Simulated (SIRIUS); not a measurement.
**AgBr: single point with PBEsol**

**Experimental background.**

A printed reference work, monograph reports, for a bulk crystal of AgBr: band gap 2.6845 eV (an exciton energy, a little under the gap).

AgBr:

```
Ag Br
1.0
     0.00000    2.87015    2.87015
     2.87015    0.00000    2.87015
     2.87015    2.87015    0.00000
Ag Br
1 1
Cartesian
  0.0000 0.0000 0.0000
  2.8702 2.8702 2.8702
```

```json
{
  "Program": "SIRIUS 7.10.0",
  "Task": "single point",
  "Functional": "PBEsol",
  "Potentials or basis": "PseudoDojo 0.4.1 PBEsol standard (scalar relativistic)",
  "Cutoff": "1127 eV",
  "Density cutoff": "4507 eV",
  "k mesh": "8 × 8 × 8",
  "Occupations": "fermi-dirac, width 0.05 eV",
  "Spin": "no spin polarisation",
  "Libxc names": "[\"XC_GGA_X_PBE_SOL\", \"XC_GGA_C_PBE_SOL\"]",
  "Energy tol": "1e-08 Ha",
  "Density tol": "1e-06",
  "Mixer": "anderson",
  "Mixing beta": "0.7",
  "Max scf": "100",
  "Radial cutoff for the potentials' integrals": "6.5 bohr"
}
```

The pressure is -1.7 GPa and the band gap on the k mesh is 0.50 eV.

It took 57 s on 1 thread of Arm Neoverse V1, with other jobs on the host, peak memory 0.43 GiB.

Measured gap of AgBr: 2.6845 eV (an exciton energy, a little under the gap; a printed reference work, monograph). This calculation gives 0.50 eV (-2.18 eV). So large a miss can be the level of theory's own, or it may mean another phase, state or a wrong row. Spin-orbit coupling on Ag, Br is left out. The value is that of PBEsol on a finite k mesh, which can miss the band edges, without temperature or zero-point motion. Semilocal functionals fall short of measured gaps as a rule.
